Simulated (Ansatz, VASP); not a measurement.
**Ba in VASP and in Ansatz**

Contents of INCAR:

```
PREC = Accurate ; ENCUT = 520
EDIFF = 1E-7 ; ISMEAR = 0
SIGMA = 0.05 ; LREAL = F
LASPH = T ; NELM = 100
ALGO = Normal ; ISIF = 2
LWAVE = F ; LCHARG = F
GGA = PS ; NBANDS = 11
```

The input KPOINTS:

```
regular mesh
0
Gamma
  12 12 12
```

The input POSCAR:

```
Ba
1.0
   -2.5062293981      2.5062293981      2.5062293981
    2.5062293981     -2.5062293981      2.5062293981
    2.5062293981      2.5062293981     -2.5062293981
Ba
1
Direct
    0.0000000000      0.0000000000      0.0000000000
```

Input for Ansatz:

```yaml
crystal:
  lattice:
    - [-2.5062293981, 2.5062293981, 2.5062293981]
    - [2.5062293981, -2.5062293981, 2.5062293981]
    - [2.5062293981, 2.5062293981, -2.5062293981]
  atoms:
    - { symbol: Ba, position: [0.0, 0.0, 0.0] }
basis:
  ecutwfc: 420
  ecutrho_ratio: 4
kpoints:
  mp_grid: { grid: [12, 12, 12] }
hamiltonian:
  xc: pbesol
scf:
  occupations: { method: gaussian, width: 0.05 }
output:
  forces: true
  stress: true
  eigenvalues: true
```

Alike in both runs: task single point; functional PBEsol; k mesh 12 × 12 × 12; occupations gaussian, width 0.05 eV; no spin polarisation.

|  | VASP | Ansatz |
| --- | --- | --- |
| version | VASP 6.6.1 | Ansatz 0.2.0 |
| potentials or method | VASP PAW PBE potentials, release 64 (Ba_sv) | scalar-relativistic, plane waves, PAW |
| plane-wave cutoff (eV) | 520 | 420 |
| valence electrons in the cell | 10 | 10 |

```csv
,VASP,Ansatz,Ansatz less VASP
pressure (GPa),-0.6,-0.6,-0.05
```

With one functional, cell and mesh, what is left measures potentials, basis and numerics.

Caveats: the PAW data sets were made with another functional, which shifts forces and pressure a little (VASP). The runs have no spin-orbit coupling, so splittings on Ba are missing.
